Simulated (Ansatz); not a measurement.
Input and command of a plane-wave DFT calculation in Ansatz:

```yaml
crystal:
  lattice:
    - [0.0, -4.0192318612, 0.0]
    - [0.0, 0.0, -4.0192813204]
    - [12.0576955837, -1.3396099793, 1.3396264641]
  atoms:
    - { symbol: Ba, position: [-0.305519445, 0.305519445, 0.91665] }
    - { symbol: Ba, position: [-0.083319445, 0.083319445, 0.2499833333] }
    - { symbol: Ba, position: [-0.194419445, 0.194419445, 0.5833166667] }
    - { symbol: Ti, position: [0.472230555, 0.527769445, 0.0833166667] }
    - { symbol: Ti, position: [0.361130555, 0.638869445, 0.41665] }
    - { symbol: Ti, position: [0.250030555, 0.749969445, 0.7499833333] }
    - { symbol: O, position: [0.472230555, 1.027769445, 0.0833166667] }
    - { symbol: O, position: [0.361130555, 1.138869445, 0.41665] }
    - { symbol: O, position: [0.250030555, 1.249969445, 0.7499833333] }
    - { symbol: O, position: [0.972230555, 0.527769445, 0.0833166667] }
    - { symbol: O, position: [0.861130555, 0.638869445, 0.41665] }
    - { symbol: O, position: [0.750030555, 0.749969445, 0.7499833333] }
    - { symbol: O, position: [0.416680555, 0.583319445, 0.2499833333] }
    - { symbol: O, position: [0.305580555, 0.694419445, 0.5833166667] }
    - { symbol: O, position: [0.194480555, 0.805519445, 0.91665] }
basis:
  ecutwfc: 420
kpoints:
  mp_grid: { grid: [7, 7, 3] }
hamiltonian:
  xc: pbe
scf:
  occupations: { method: gaussian, width: 0.05 }
output:
  forces: true
  stress: true
  eigenvalues: true
```

```bash
ansatz run input.yaml --threads 2 --pin off --max-ram 5120MiB --backend cpu --events-out ev --progress --plain --runs-dir out
```

Processor: Arm Neoverse V2, 2 threads, on a host shared with other jobs.

Question: Estimate time, memory and problem size.

Answer: About 64 s on 2 threads of Arm Neoverse V2 (shared host), peak memory 1 GiB. It solves 75 bands at 74 k points (the mesh reduced by symmetry) with about 3823 plane waves, in 8 SCF iterations.
